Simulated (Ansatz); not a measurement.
**Piezoelectric tensor of KF**

The calculation used DFT PBE, scalar-relativistic, plane waves, PAW in Ansatz 0.2.0. Plane waves to 420 eV; Γ-centred k mesh 8×8×8; fixed occupations. No spin polarisation.

Relaxed structure:
```
K F
1.0
     0.00000    2.97573    2.97573
     2.97573    0.00000    2.97573
     2.97573    2.97573    0.00000
K F
1 1
Direct
  0.75000 0.75000 0.75000
  0.00000 0.00000 0.00000
```

The structure comes from a generated guess, relaxed at this level; another structure or a mixture of phases may lie lower.

**Question.** Give the relaxed-ion proper piezoelectric stress tensor e_iJ (C/m², Voigt columns xx yy zz yz xz xy).

**Answer.**
```
x   0.000 0.000 0.000 0.277 0.000 0.000
y   0.000 0.000 0.000 0.000 0.277 0.000
z   0.000 0.000 0.000 0.000 0.000 0.277
```
Signs follow the orientation of the cell as given.

**Question.** With the elastic constants (GPa, Voigt order)
C11 = 22.2, C12 = 19.4, C13 = 19.4, C22 = 22.2, C23 = 19.4, C33 = 22.2, C44 = 7.4, C55 = 7.4, C66 = 7.4 GPa; the others vanish.
find the strain coefficients d = e·C⁻¹ (pC/N).

**Answer.**
```
x    0.0  0.0  0.0 37.6  0.0  0.0
y    0.0  0.0  0.0  0.0 37.6  0.0
z    0.0  0.0  0.0  0.0  0.0 37.6
```
